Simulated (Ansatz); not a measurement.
HfN (P6_3/mmc), a film clamped to a substrate

Method: DFT PBEsol, scalar-relativistic, plane waves, PAW (Ansatz 0.2.0). Cutoff 420 eV, Γ-centred 18×18×10 k-points, Gaussian smearing of 0.15 eV. Spin–orbit coupling is left out, which can shift energies with elements as heavy as these. No spin polarisation. Energies are free energies at this smearing, counted from the undisturbed cell; pressure is positive in compression.

Zero of the scan (relaxed at this level; this form isn't the usual structure):

```
Hf N
1.0
     3.12771    0.00000    0.00000
    -1.56385    2.70867    0.00000
     0.00000    0.00000    5.39094
Hf N
2 2
Direct
  0.66667 0.33333 0.75000
  0.33333 0.66667 0.25000
  0.00000 0.00000 0.00000
  0.00000 0.00000 0.50000
```

The cell (4 atoms, V0 = 45.67 Å³) is strained by p along both x and y and by q along z, fractional coordinates fixed. τp = (1/V0) ∂E/∂p = (σxx + σyy)(1 + p)(1 + q) and τq = (1/V0) ∂E/∂q = σzz(1 + p)², with tension positive.

| p | q | ΔE (meV/atom) | τp (GPa) | τq (GPa) |
| --- | --- | --- | --- | --- |
| 0.000 | 0.000 | 0.00 | 0.21 | -0.10 |
| -0.015 | 0.000 | 11.33 | -21.77 | -4.50 |
| 0.015 | 0.000 | 11.04 | 20.14 | 3.70 |
| 0.000 | -0.015 | 4.79 | -4.04 | -9.00 |
| 0.000 | 0.015 | 4.34 | 4.15 | 8.11 |

Problem. Get the second derivatives of the energy density.

Solution. Central differences give A = ∂τp/∂p = 1397 GPa (C11 + C22 + 2 C12), C = ∂τq/∂q = 570 GPa (C33) and the cross term B = ∂τq/∂p = 273 GPa (C13 + C23); ∂τp/∂q = 273 GPa must equal B, and any difference shows higher-order terms. The ions are clamped.

Problem. A film of this crystal grows with z along the normal on a substrate that imposes p. How does its thickness respond, and what does the misfit cost?

Solution. Count p and q from the stress-free cell. A free surface needs τq = 0, so q = −(B/C) p = -0.48 p. The energy density left is (A − B²/C) p²/2 = M p², with the biaxial modulus M = 633 GPa; a misfit of 1 % costs 4.51 meV/atom, against 4.98 meV/atom if the thickness were held.

At p = 0.030 the energies along q are 46.3 (q = -0.030), 39.6 (q = -0.015), 42.4 (q = 0.000), 53.9 (q = 0.015), 73.4 (q = 0.030) meV/atom.

Problem. Does the linear rule hold at this misfit?

Solution. A parabola through the lowest point and its neighbours has its minimum at q = -0.012, 39.4 meV/atom. With the stress left in the starting cell, τp0 and τq0, linear elasticity gives q = −(τq0 + Bp)/C = -0.014 and E = V0(τp0 p + τq0 q + Ap²/2 + Bpq + Cq²/2)/N = 41.1 meV/atom. The two agree within a tenth in energy.

In a metal these slopes depend on the k mesh and the smearing.

The film thins by less than half the imposed in-plane strain, far short of what constant volume would require, so stretching it in the plane increases its volume. Free thickness therefore recovers only a small part of the misfit energy. This fits a network of strong, partly covalent Hf 5d–N 2p bonds inclined to the layers: both strains change the same bond lengths, and thinning can relieve the stretch only by also bending the bond angles.

Clamping the ions costs nothing here, because equal in-plane strain and strain along z preserve the hexagonal symmetry, which fixes every atomic site. The moduli are thus also the relaxed-ion values for these deformations.

At the larger misfit the scan gives 39.4 meV/atom against 41.1 from linear elasticity, and the smaller strains already show stress rising more slowly in tension than in compression. This is the usual anharmonic softening of stretched bonds, so the linear rule should underestimate the cost of compressive misfit. Shear and symmetry-breaking distortions remain untested, so mechanical stability doesn't follow.
